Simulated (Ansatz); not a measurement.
A 2-atom cell of CaS started from a crystallographic database, relaxed with r2SCAN: it is cubic, Fm-3m (No. 225); a = 5.696 Å in the conventional setting, 23.10 Å³ an atom. Ca has 6 S at 2.85 Å; S has 6 Ca at 2.85 Å. One-shot G0W0@PBE in the PAW code Ansatz on a 6×6×6 mesh (contour deformation, no spin-orbit coupling), from a PBE gap of 2.363 eV over the mesh points (the G0W0 gap is indirect on the mesh); the number N of bands summed and the screening cutoff rise together. The values are computed, spin-unpolarised, and not measurements.

```tsv
N	cutoff (eV)	1000/N	G0W0 gap (eV)
112	100	8.929	4.032
261	180	3.831	4.171
```

Lay a straight line in 1000/N through these rows.
The slope is -0.0273 eV per unit of 1000/N and the intercept 4.275 eV.

Predict the gap at N = 499 (260 eV).
4.275 + (-0.0273) × 2.004 = 4.220 eV; the run gives 4.215 eV, -0.005 eV from the line.

With that run's result added, what limit do the last two rows suggest?
Their slope is (4.215 − 4.171)/(2.004 − 3.831) = -0.0241, which meets 1/N = 0 at 4.26 eV, against 4.275 eV from the first line. The slope flattens, so the first line overshoots; the k mesh isn't extrapolated.
